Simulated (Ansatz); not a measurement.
# Ru (P6_3/mmc) in Ansatz: further runs

One crystal, Ru, is run at these levels: PBE+D4, PBEsol+D3(BJ), revPBE+D3(BJ); tasks: relaxation of cell and atoms.

Everything below comes from runs of Ansatz 0.2.0. Logs are shortened: lines on timing, memory, paths and dates and some standing lists are left out, and cuts for length are marked.

## (1) Starting point

Symmetry: P6_3/mmc, No. 194, hexagonal system. Conventional cell: a = 2.706 Å, b = 2.706 Å, c = 4.282 Å, α = 90.00°, β = 90.00°, γ = 120.00°. Ru (site symmetry -6m2) has 12 Ru at 2.65 to 2.71 Å as nearest neighbours.

## (2) Relaxation of cell and atoms, PBE+D4

input.yaml

```yaml
crystal:
  lattice:
    - [2.7058, 0.0, 0.0]
    - [-1.3529, 2.3432915376, 0.0]
    - [0.0, 0.0, 4.2819]
  atoms:
    - { symbol: Ru, position: [0.6666666667, 0.3333333333, 0.75] }
    - { symbol: Ru, position: [0.3333333333, 0.6666666667, 0.25] }
hamiltonian:
  xc: pbe
  pseudopotentials: { kind: paw }
  dispersion: d4
kpoints:
  mp_grid: { grid: [11, 11, 6] }
scf:
  occupations: { method: fermi_dirac, width: 0.05 }
output:
  forces: true
  stress: true
relax:
  f_tol: 0.01
  max_steps: 40
  cell: { stress_tol: 0.05 }
```

Potentials or basis: Ansatz PAW.

Run with:

```
ansatz run input.yaml --threads 2 --pin off --max-ram 5632MiB --backend cpu --events-out ev --progress --plain --runs-dir out
```

The program printed:

```text
Warning: RAYON_NUM_THREADS=2 ignored (pool sized by the plan → 2); use --threads N
Engine: ansatz 0.2.0, x86_64-unknown-linux-gnu
Pseudopotentials: kind: paw
Pseudopotential: Ru, paw, valence charge 16, recommended cutoff 420 eV (normal), Ru.paw.azcp
Functional definition: PBE
  parameter kappa = 0.804
  parameter beta = 0.06672455060314922
  exchange = pbe_x(kappa = kappa, mu = beta*pi^2/3)
  correlation = pbe_c(beta = beta)
Crystal: 2 atoms, lattice volume = 27.149 Å³
Basis set: ecut = 420 eV, 537 PW (Γ), exchange–correlation on 40×40×60 points (8 copies of the dense FFT grid, shifted against one another)
Bands: 20, of which v1, the nominal top of the filled ones, is band 16 counted from 1 (15 counted from 0)
Symmetry: 24 space group operations
Space group: P63/mmc (ITA 194), of the structure as read, at distance tolerance 3.0e-5 Å
k-points: 64 of 726
Non-local potential: Ru, projectors of the file, l = 0: 3, l = 1: 2, l = 2: 2, l = 3: 1
PAW form: soft (Blöchl's): semilocal exchange-correlation on the pseudo side does not see the compensation charge
PAW one-centre angular grid: Ru, 590 points (default); XC on 64 Gauss nodes
Initial density: superposition of atomic densities (neutral atoms: chi_scale 0, normalization atom), corrected by the library's trained network
Initial wavefunctions: pseudopotential atomic-orbital guess
Functional: x = pbe(κ = 0.804, μ = 0.2195149727645171), c = pbe(β = 0.06672455060314922)
SCF iter   1: F=—  HF=-11758.415549 eV  |F-HF|=—  |Δ(HF+E_count)|=         —  Δρ=6.49e-3  dr2=2.28e-3  ethr=1.77e-3  ⟨swp⟩=5.1  Hψ=5051  notcnv=0
preconditioner: auto → none  [metal: Δε(μ)=0.034 eV  Ē_g=5.825 eV  σ=0.050 eV  W_gap=0.17  n_scr=8 (ndim 8)  ℏωp=28.5 eV  f_vac=0.000  D(μ)=2.08/eV (n_scr^D=22)  sad-step TF]
SCF iter   2: F=—  HF=-11758.418134 eV  |F-HF|=—  |Δ(HF+E_count)|=   2.58e-3  Δρ=3.83e-3  dr2=8.32e-4  ethr=7.11e-6  ⟨swp⟩=2.0  Hψ=2798  notcnv=0
SCF iter   3: F=—  HF=-11758.419231 eV  |F-HF|=—  |Δ(HF+E_count)|=   1.10e-3  Δρ=2.61e-4  dr2=3.04e-6  ethr=2.60e-6  ⟨swp⟩=2.1  Hψ=1754  notcnv=0
SCF iter   4: F=—  HF=-11758.419197 eV  |F-HF|=—  |Δ(HF+E_count)|=   3.38e-5  Δρ=1.06e-4  dr2=5.18e-7  ethr=9.51e-9  ⟨swp⟩=2.0  Hψ=2304  notcnv=0
SCF iter   5: F=—  HF=-11758.419198 eV  |F-HF|=—  |Δ(HF+E_count)|=   8.60e-7  Δρ=2.31e-5  dr2=1.08e-7  ethr=1.62e-9  ⟨swp⟩=2.0  Hψ=2292  notcnv=0
SCF iter   6: F=-11758.419198 eV  HF=-11758.419198 eV  |F-HF|=7.64e-10  |Δ(HF+E_count)|=   3.76e-8  Δρ=3.12e-6  dr2=1.82e-9  ethr=3.13e-10  ⟨swp⟩=4.0  Hψ=4088  notcnv=0
SCF 1 converged in 6 iterations: F = -11758.419198 eV  dr2 = 1.82e-9
relax step   1: F+E_penalty+E_count = -11758.41919789 eV  Δ(F+E_penalty+E_count) = +0.000e0 eV  max|allowed force component| = 4.395e-17 eV/Å  Δτ_max = 0.0000 Å  P = -1.269 GPa  Ω = 27.149 Å³  (6 SCF iters, dr2 threshold 1.00e-7 eV, accepted)
Crystal: 2 atoms, lattice volume = 26.930 Å³
Initial density: handed on by an earlier stage of this run
Initial wavefunctions: those handed on with the density
iter 1 solved again at ethr=1.72e-7 eV; its pass at ethr=3.10e-3 eV (dr2=5.52e-5 eV) is discarded
SCF iter   1: F=—  HF=-11758.419272 eV  |F-HF|=—  |Δ(HF+E_count)|=         —  Δρ=5.81e-4  dr2=6.67e-5  ethr=1.72e-7  ⟨swp⟩=2.0  Hψ=6599  notcnv=0
preconditioner: auto → none  [metal: Δε(μ)=0.034 eV  Ē_g=5.887 eV  σ=0.050 eV  W_gap=0.17  n_scr=8 (ndim 8)  ℏωp=28.6 eV  f_vac=0.000  D(μ)=2.05/eV (n_scr^D=22)]
SCF iter   2: F=—  HF=-11758.419227 eV  |F-HF|=—  |Δ(HF+E_count)|=   4.46e-5  Δρ=2.57e-4  dr2=6.44e-6  ethr=1.72e-7  ⟨swp⟩=2.0  Hψ=1769  notcnv=0
SCF iter   3: F=—  HF=-11758.419229 eV  |F-HF|=—  |Δ(HF+E_count)|=   1.30e-6  Δρ=6.81e-5  dr2=5.82e-7  ethr=2.01e-8  ⟨swp⟩=1.0  Hψ=1280  notcnv=0
iter 4 did not close the SCF: its close was put off for the readings that it lacked (scf_convergence_deferred on its scf_iter line)
SCF iter   4: F=-11758.419229 eV  HF=-11758.419229 eV  |F-HF|=1.23e-9  |Δ(HF+E_count)|=   1.38e-7  Δρ=5.58e-6  dr2=1.72e-9  ethr=1.82e-9  ⟨swp⟩=2.4  Hψ=2214  notcnv=0
iter 5 did not close the SCF: its close was put off for the readings that it lacked (scf_convergence_deferred on its scf_iter line)
SCF iter   5: F=-11758.419229 eV  HF=-11758.419229 eV  |F-HF|=5.64e-11  |Δ(HF+E_count)|=   1.11e-9  Δρ=8.23e-7  dr2=7.51e-11  ethr=5.38e-12  ⟨swp⟩=2.0  Hψ=1960  notcnv=0
SCF iter   6: F=-11758.419229 eV  HF=-11758.419229 eV  |F-HF|=1.82e-12  |Δ(HF+E_count)|=  2.55e-11  Δρ=1.66e-7  dr2=2.00e-12  ethr=1.00e-12  ⟨swp⟩=1.1  Hψ=2990  notcnv=0
SCF 2 converged in 6 iterations: F = -11758.419229 eV  dr2 = 2.00e-12
relax step   2: F+E_penalty+E_count = -11758.41922872 eV  Δ(F+E_penalty+E_count) = -3.084e-5 eV  max|allowed force component| = 4.163e-17 eV/Å  Δτ_max = 0.0000 Å  P = +1.390 GPa  Ω = 26.930 Å³  energy of the carried Pulay correction = +1.012e-4 eV  (6 SCF iters, dr2 threshold 2.00e-7 eV, rejected (line search))
Crystal: 2 atoms, lattice volume = 27.045 Å³
iter 1 solved again at ethr=4.50e-8 eV; its pass at ethr=3.10e-3 eV (dr2=1.44e-5 eV) is discarded
SCF iter   1: F=—  HF=-11758.419703 eV  |F-HF|=—  |Δ(HF+E_count)|=         —  Δρ=3.03e-4  dr2=1.82e-5  ethr=4.50e-8  ⟨swp⟩=2.0  Hψ=6525  notcnv=0
preconditioner: auto → none  [metal: Δε(μ)=0.036 eV  Ē_g=5.853 eV  σ=0.050 eV  W_gap=0.18  n_scr=8 (ndim 8)  ℏωp=28.6 eV  f_vac=0.000  D(μ)=2.06/eV (n_scr^D=22)]
SCF iter   2: F=—  HF=-11758.419665 eV  |F-HF|=—  |Δ(HF+E_count)|=   3.78e-5  Δρ=1.35e-4  dr2=1.78e-6  ethr=4.50e-8  ⟨swp⟩=2.0  Hψ=1771  notcnv=0
SCF iter   3: F=—  HF=-11758.419666 eV  |F-HF|=—  |Δ(HF+E_count)|=   1.14e-6  Δρ=3.54e-5  dr2=1.64e-7  ethr=5.55e-9  ⟨swp⟩=1.0  Hψ=1280  notcnv=0
SCF iter   4: F=—  HF=-11758.419666 eV  |F-HF|=—  |Δ(HF+E_count)|=   3.50e-8  Δρ=3.10e-6  dr2=6.14e-10  ethr=5.13e-10  ⟨swp⟩=2.3  Hψ=2218  notcnv=0
SCF iter   5: F=—  HF=-11758.419666 eV  |F-HF|=—  |Δ(HF+E_count)|=  3.09e-10  Δρ=4.84e-7  dr2=2.85e-11  ethr=1.92e-12  ⟨swp⟩=2.0  Hψ=1985  notcnv=0
SCF iter   6: F=-11758.419666 eV  HF=-11758.419666 eV  |F-HF|=7.28e-12  |Δ(HF+E_count)|=    0.00e0  Δρ=1.07e-7  dr2=1.05e-12  ethr=1.00e-12  ⟨swp⟩=5.0  Hψ=5123  notcnv=0
SCF 3 converged in 6 iterations: F = -11758.419666 eV  dr2 = 1.05e-12
relax step   3: F+E_penalty+E_count = -11758.41966599 eV  Δ(F+E_penalty+E_count) = -4.681e-4 eV  max|allowed force component| = 7.401e-17 eV/Å  Δτ_max = 0.0000 Å  P = -0.010 GPa  Ω = 27.045 Å³  energy of the carried Pulay correction = +4.839e-5 eV  (6 SCF iters, accepted)
Initial wavefunctions: pseudopotential atomic-orbital guess (no wavefunctions were taken with the density)
iter 1 solved again at ethr=1.39e-8 eV; its pass at ethr=3.10e-3 eV (dr2=4.46e-6 eV) is discarded
SCF iter   1: F=—  HF=-11758.419650 eV  |F-HF|=—  |Δ(HF+E_count)|=         —  Δρ=1.28e-5  dr2=7.51e-9  ethr=1.39e-8  ⟨swp⟩=3.0  Hψ=9059  notcnv=0
preconditioner: auto → none  [metal: Δε(μ)=0.036 eV  Ē_g=5.854 eV  σ=0.050 eV  W_gap=0.18  n_scr=8 (ndim 8)  ℏωp=28.6 eV  f_vac=0.000  D(μ)=2.06/eV (n_scr^D=22)]
SCF iter   2: F=—  HF=-11758.419615 eV  |F-HF|=—  |Δ(HF+E_count)|=   3.48e-5  Δρ=5.89e-6  dr2=1.34e-9  ethr=2.35e-11  ⟨swp⟩=2.0  Hψ=2317  notcnv=0
SCF iter   3: F=—  HF=-11758.419615 eV  |F-HF|=—  |Δ(HF+E_count)|=  5.35e-10  Δρ=7.69e-7  dr2=2.47e-11  ethr=4.18e-12  ⟨swp⟩=2.1  Hψ=2317  notcnv=0
iter 4 did not close the SCF: its close was put off for the readings that it lacked (scf_convergence_deferred on its scf_iter line)
SCF iter   4: F=-11758.419615 eV  HF=-11758.419615 eV  |F-HF|=1.82e-12  |Δ(HF+E_count)|=  2.73e-11  Δρ=1.31e-7  dr2=9.96e-13  ethr=1.00e-12  ⟨swp⟩=1.0  Hψ=1280  notcnv=0
iter 5 did not close the SCF: its close was put off for the readings that it lacked (scf_convergence_deferred on its scf_iter line)
SCF iter   5: F=-11758.419615 eV  HF=-11758.419615 eV  |F-HF|=0.00e0  |Δ(HF+E_count)|=  1.82e-12  Δρ=1.92e-8  dr2=7.41e-14  ethr=1.00e-12  ⟨swp⟩=1.0  Hψ=1280  notcnv=0
iter 6 did not close the SCF: its close was put off for the readings that it lacked (scf_convergence_deferred on its scf_iter line)
SCF iter   6: F=-11758.419615 eV  HF=-11758.419615 eV  |F-HF|=0.00e0  |Δ(HF+E_count)|=    0.00e0  Δρ=4.49e-9  dr2=1.28e-15  ethr=1.00e-12  ⟨swp⟩=1.0  Hψ=1280  notcnv=0
iter 7 did not close the SCF: its close was put off for the readings that it lacked (scf_convergence_deferred on its scf_iter line)
SCF iter   7: F=-11758.419615 eV  HF=-11758.419615 eV  |F-HF|=3.64e-12  |Δ(HF+E_count)|=  3.64e-12  Δρ=1.02e-9  dr2=1.12e-16  ethr=1.00e-12  ⟨swp⟩=1.0  Hψ=1280  notcnv=0
SCF iter   8: F=-11758.419615 eV  HF=-11758.419615 eV  |F-HF|=1.82e-12  |Δ(HF+E_count)|=  3.64e-12  Δρ=1.83e-10  dr2=1.35e-18  ethr=1.00e-12  ⟨swp⟩=2.0  Hψ=3562  notcnv=0
SCF 4 converged in 8 iterations: F = -11758.419615 eV  dr2 = 1.35e-18
relax step   4: F+E_penalty+E_count = -11758.41961520 eV  Δ(F+E_penalty+E_count) = +5.079e-5 eV  max|allowed force component| = 8.327e-17 eV/Å  Δτ_max = 0.0000 Å  P = -0.007 GPa  Ω = 27.045 Å³  stress off target by 1.37e-2 GPa  SCF on the basis re-selected at this cell (its energy is not comparable with the rows above)  (8 SCF iters)
basis re-selected at this cell: Δ(F+E_penalty+E_count) = +5.079e-5 eV, ΔP = +0.003 GPa vs the last step (what re-selecting the basis moved, of the pressure what is left beyond the Pulay correction that the steps carried, after the strain that the cell walked since its last selection, with what the two solves' SCF thresholds leave and, on support functions, any second-order correction that the steps lacked; it is no measure of the basis error at this ecutwfc). This SCF's stress stands 1.37e-2 GPa from its target on what of the cell is left free (relax.cell.stress_tol is 5.00e-2 GPa) and its largest allowed force component is 8.33e-17 eV/Å (relax.f_tol is 1.00e-2 eV/Å): within both
SCF converged after 8 iterations
Free energy (F): -11758.419615 eV
Harris-Foulkes:  -11758.419615 eV  (|F-HF|=1.82e-12)
Internal energy: -11758.402902 eV  (E = F + TS)
E sigma→0 (E₀):  -11758.411259 eV
Entropy (-TS):   -0.016713 eV (-8.357 meV/atom)
Fermi energy:    23.572093 eV
--- Per-component energies (eV) ---
  E_band       = -102.698469
  E_kinetic    = 1029.226779
  E_local      = -2507.135226  (includes V_loc(G=0)·N_el)
  E_nonlocal   = 685.943585
  E_hartree    = 805.790614
  E_xc         = -381.570537
  E_vxc        = -479.103901  (∫ρ·V_xc dr)
  E_paw        = -6921.399470  (= ΣΔE_a)
  E_vpaw       = -443.210536  (= ΣTr[D̂ρ^β])
  E_aug_tail   = -0.000396  (compensation charges beyond the density's cutoff)
  E_ewald      = -4468.203675
  E_disp       = -1.054575  (pairwise vdW)
  E_smearing   = -0.016713  (= −TS)
  E_closure    = 0.000000  (closes the sum)
  Σ components = -11758.419615   (vs F -11758.419615, Δ=0.00e0)
--- Forces (eV/Å), atoms counted from 1 ---
  atom   1  Ru     0.00000000     0.00000000     0.00000000
  atom   2  Ru    -0.00000000    -0.00000000     0.00000000
  max |Σ_I F_I| component: 0.00e0 eV/Å
--- Stress (GPa, compression-positive) ---
       -0.003694      -0.000000       0.000000
       -0.000000      -0.003694      -0.000000
        0.000000      -0.000000      -0.013705
  P = ⅓ Tr σ = -0.0070 GPa (-0.070 kbar)
--- Relaxed structure (3 steps of the walk, 2 accepted, 1 SCFs on fresh bases) ---
  F+E_penalty+E_count = -11758.41961520 eV   max|allowed force component| = 8.327e-17 eV/Å   (the final SCF, on the basis selected at the relaxed cell)
  cell:  # Å, volume = 27.0446 Å³
    - [2.7023620700439355, -4.6236547531066e-34, 0.0]
    - [-1.3511810350219677, 2.340314202881551, -1.1231247141194598e-19]
    - [0.0, -2.0522874069501007e-19, 4.276249271019122]
  atoms:
    - { symbol: Ru, position: [0.6666666666666666, 0.3333333333333333, 0.7500000000000001] }
    - { symbol: Ru, position: [0.3333333333333333, 0.6666666666666666, 0.25000000000000006] }
```

Run time: 9.3 s. Hardware: 2 threads of Intel Xeon at 2.50GHz (Skylake/Cascade Lake), shared host; peak memory 0.34 GiB.

Results:

* Free energy: -11758.4196 eV
* Relaxed volume: 13.52 Å³/atom
* Relaxed cell: a = 2.702 Å, b = 2.702 Å, c = 4.276 Å, α = 90.00°, β = 90.00°, γ = 120.00°
* Space group after relaxing (to 0.05 Å): P6_3/mmc (No. 194)
* Energy gained by relaxing: 0.2 meV/atom
* Ionic steps: 3
* Pressure after relaxing: 0.0 GPa

Step by step:
```csv
step,energy change (eV),largest force (eV/Å),volume (Å³)
1,0.0000,0.0000,27.15
2,-0.0005,0.0000,27.04
3,-0.0004,0.0000,27.04
```

Final structure:
```yaml
crystal:
  lattice:
    - [2.70236, 0.00000, 0.00000]
    - [-1.35118, 2.34031, 0.00000]
    - [0.00000, 0.00000, 4.27625]
  atoms:
    - { symbol: Ru, position: [0.66667, 0.33333, 0.75000] }
    - { symbol: Ru, position: [0.33333, 0.66667, 0.25000] }
```

Caveat: the plane-wave basis is chosen anew once the cell has moved, so the energies of steps on either side of that aren't comparable.

## (3) Relaxation of cell and atoms, PBEsol+D3(BJ)

input.yaml, as its differences from that of step 2:

```diff
@@ -9,5 +9,5 @@
 hamiltonian:
-  xc: pbe
+  xc: pbesol
   pseudopotentials: { kind: paw }
-  dispersion: d4
+  dispersion: d3bj
 kpoints:
```

Potentials or basis: Ansatz PAW.

Run with:

```
ansatz run input.yaml --threads 2 --pin off --max-ram 5632MiB --backend cpu --events-out ev --progress --plain --runs-dir out
```

The program printed:

```text
Warning: RAYON_NUM_THREADS=2 ignored (pool sized by the plan → 2); use --threads N
Engine: ansatz 0.2.0, x86_64-unknown-linux-gnu
Pseudopotentials: kind: paw
Pseudopotential: Ru, paw, valence charge 16, recommended cutoff 420 eV (normal), Ru.paw.azcp
Functional definition: PBEsol
  exchange = pbesol_x
  correlation = pbesol_c
Crystal: 2 atoms, lattice volume = 27.149 Å³
Basis set: ecut = 420 eV, 537 PW (Γ), exchange–correlation on 40×40×60 points (8 copies of the dense FFT grid, shifted against one another)
Bands: 20, of which v1, the nominal top of the filled ones, is band 16 counted from 1 (15 counted from 0)
Symmetry: 24 space group operations
Space group: P63/mmc (ITA 194), of the structure as read, at distance tolerance 3.0e-5 Å
k-points: 64 of 726
Non-local potential: Ru, projectors of the file, l = 0: 3, l = 1: 2, l = 2: 2, l = 3: 1
PAW form: soft (Blöchl's): semilocal exchange-correlation on the pseudo side does not see the compensation charge
PAW frozen core: Ru, regenerated for the run's functional, and the local potential with it (the file was generated under x = pbe(κ = 0.804, μ = 0.2195149727645171), c = pbe(β = 0.06672455060314922))
PAW one-centre angular grid: Ru, 590 points (default); XC on 64 Gauss nodes
Initial density: superposition of atomic densities (neutral atoms: chi_scale 0, normalization atom), corrected by the library's trained network
Initial wavefunctions: pseudopotential atomic-orbital guess
Functional: x = pbesol(κ = 0.804, μ = 0.12345679012345678), c = pbesol(β = 0.046)
SCF iter   1: F=—  HF=-11634.187277 eV  |F-HF|=—  |Δ(HF+E_count)|=         —  Δρ=1.08e-2  dr2=2.01e-2  ethr=1.77e-3  ⟨swp⟩=5.1  Hψ=5044  notcnv=0
preconditioner: auto → none  [metal: Δε(μ)=0.032 eV  Ē_g=5.865 eV  σ=0.050 eV  W_gap=0.16  n_scr=8 (ndim 8)  ℏωp=28.5 eV  f_vac=0.000  D(μ)=2.02/eV (n_scr^D=22)  sad-step TF]
SCF iter   2: F=—  HF=-11634.184434 eV  |F-HF|=—  |Δ(HF+E_count)|=   2.84e-3  Δρ=5.65e-3  dr2=5.18e-3  ethr=6.29e-5  ⟨swp⟩=2.0  Hψ=2986  notcnv=0
SCF iter   3: F=—  HF=-11634.183479 eV  |F-HF|=—  |Δ(HF+E_count)|=   9.55e-4  Δρ=3.24e-4  dr2=8.29e-6  ethr=1.62e-5  ⟨swp⟩=2.0  Hψ=1898  notcnv=0
SCF iter   4: F=—  HF=-11634.183465 eV  |F-HF|=—  |Δ(HF+E_count)|=   1.40e-5  Δρ=6.44e-5  dr2=5.68e-7  ethr=2.59e-8  ⟨swp⟩=2.0  Hψ=2310  notcnv=0
iter 5 did not close the SCF: its close was put off for the readings that it lacked (scf_convergence_deferred on its scf_iter line)
[... 80 lines left out ...]
Fermi energy:    24.478256 eV
--- Per-component energies (eV) ---
  E_band       = -76.396708
  E_kinetic    = 1031.483082
  E_local      = -2432.918107  (includes V_loc(G=0)·N_el)
  E_nonlocal   = 689.551400
  E_hartree    = 779.815795
  E_xc         = -380.389106
  E_vxc        = -479.282398  (∫ρ·V_xc dr)
  E_paw        = -6798.935416  (= ΣΔE_a)
  E_vpaw       = -444.861837  (= ΣTr[D̂ρ^β])
  E_aug_tail   = -0.000438  (compensation charges beyond the density's cutoff)
  E_ewald      = -4522.089325
  E_disp       = -1.237534  (pairwise vdW)
  E_core_change = 0.506592  (= ΣΔE_core)
  E_smearing   = -0.015942  (= −TS)
  E_closure    = 0.000000  (closes the sum)
  Σ components = -11634.228999   (vs F -11634.228999, Δ=0.00e0)
--- Forces (eV/Å), atoms counted from 1 ---
  atom   1  Ru     0.00000000     0.00000000    -0.00000000
  atom   2  Ru     0.00000000    -0.00000000     0.00000000
  max |Σ_I F_I| component: 4.63e-18 eV/Å
--- Stress (GPa, compression-positive) ---
        0.020831      -0.000000       0.000000
        0.000000       0.020831      -0.000000
        0.000000      -0.000000       0.022574
  P = ⅓ Tr σ = 0.0214 GPa (0.214 kbar)
--- Relaxed structure (5 steps of the walk, 4 accepted, 1 SCFs on fresh bases) ---
  F+E_penalty+E_count = -11634.22899910 eV   max|allowed force component| = 1.503e-17 eV/Å   (the final SCF, on the basis selected at the relaxed cell)
  cell:  # Å, volume = 26.0898 Å³
    - [2.669441667821845, -8.438169924419543e-33, 0.0]
    - [-1.3347208339109224, 2.3118042982544185, -1.1318763596635278e-18]
    - [0.0, -2.068279301451566e-18, 4.227660255052519]
  atoms:
    - { symbol: Ru, position: [0.6666666666666666, 0.3333333333333333, 0.7500000000000001] }
    - { symbol: Ru, position: [0.3333333333333333, 0.6666666666666666, 0.25] }
```

Wall time 11 s (2 threads of Intel Xeon at 2.50GHz (Skylake/Cascade Lake), shared host); peak memory 0.34 GiB.

Results:

```
Free energy                            : -11634.2290 eV
Relaxed volume                         : 13.04 Å³/atom
Relaxed cell                           : a = 2.669 Å, b = 2.669 Å, c = 4.228 Å, α = 90.00°, β = 90.00°, γ = 120.00°
Space group after relaxing (to 0.05 Å) : P6_3/mmc (No. 194)
Energy gained by relaxing              : 22.8 meV/atom
Ionic steps                            : 5
Pressure after relaxing                : 0.0 GPa
```

Step by step:
| step | energy change (eV) | largest force (eV/Å) | volume (Å³) |
| --- | --- | --- | --- |
| 1 | 0.0000 | 0.0000 | 27.15 |
| 2 | -0.0455 | 0.0000 | 26.18 |
| 3 | -0.0459 | 0.0000 | 26.08 |
| 4 | -0.0459 | 0.0000 | 26.09 |
| 5 | -0.0455 | 0.0000 | 26.09 |

Final structure:
```yaml
crystal:
  lattice:
    - [2.66944, 0.00000, 0.00000]
    - [-1.33472, 2.31180, 0.00000]
    - [0.00000, 0.00000, 4.22766]
  atoms:
    - { symbol: Ru, position: [0.66667, 0.33333, 0.75000] }
    - { symbol: Ru, position: [0.33333, 0.66667, 0.25000] }
```

Caveat: the plane-wave basis is chosen anew once the cell has moved, so the energies of steps on either side of that aren't comparable; the PAW data sets come from PBE, with cores solved anew for the run's functional, which leaves a small shift of forces and pressure.

(Continued in part 2 of 2.)
